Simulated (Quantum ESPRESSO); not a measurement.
Runs of Quantum ESPRESSO 7.5 on CsPbBr3. It takes space group Pm-3m (No. 221, cubic). Conventional cell: a = 5.870 Å, b = 5.870 Å, c = 5.870 Å, α = 90.00°, β = 90.00°, γ = 90.00°. Pb (site symmetry m-3m) has 6 Br at 2.94 Å as nearest neighbours. Around Cs (site symmetry m-3m) lie 12 Br at 4.15 Å. Br (site symmetry 4/mmm) has 2 Pb at 2.94 Å as nearest neighbours. Measurements of this composition are mostly on another form, of space group No. 62.

```tsv
task	level	potentials or basis	cell	cutoff (eV)	pressure (GPa)
dielectric tensor	PBEsol	PseudoDojo 0.4.1 SR PBEsol standard	as given	762	-0.1
dielectric tensor	WC	PseudoDojo 0.4.1 SR PBE standard	as given	762	0.1
phonons	PBE	SPMS 1.0 PBE	relaxed	680	0.0
dielectric tensor	BLYP	PseudoDojo 0.4.1 SR PBE standard	as given	762	(a)
dielectric tensor	PBE	PseudoDojo 0.4.1 SR PBE standard	as given	762	1.3
```

Alike in all rows: no spin polarisation; k mesh 4 × 4 × 4, shifted; smearing fermi-dirac 0.05 eV.

Problem. Estimate the missing entries.

Solution. (a) 2.8.

Caveats: the potentials were made for another functional, which shifts forces and pressure (some runs).
